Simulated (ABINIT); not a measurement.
Runs of ABINIT 10.8.3 (patched build) on Cu. It takes space group Fm-3m (No. 225, cubic). Conventional cell: a = 3.615 Å, b = 3.615 Å, c = 3.615 Å, α = 90.00°, β = 90.00°, γ = 90.00°. Cu (site symmetry m-3m) has 12 Cu at 2.56 Å as nearest neighbours. 

| level | gap on the mesh (eV) | pressure (GPa) |
| --- | --- | --- |
| PBEsol | none | (b) |
| RPBE | none | 5.4 |
| SCAN | none | -6.7 |
| PW91 | none | 1.1 |
| AM05 | none | -7.1 |
| LDA | none | -12.0 |
| revPBE | none | (a) |
| WC | none | -5.9 |
| BLYP | none | 10.0 |
| PBE | none | 1.0 |
| r2SCAN | none | -4.8 |

Alike in all rows: task single point; potentials or basis JTH PAW PBE v2.0; no spin polarisation; cell as given; k mesh 13 × 13 × 13; cutoff (eV) 844; smearing fermi-dirac 0.05 eV.

Question: Estimate the missing entries.

Answer: (a) 4.2; (b) -6.8.

Caveats: the PAW data sets were made with another functional, which shifts forces and pressure a little (some runs).

A gap of «none» marks a metal or a gap under the smearing width.
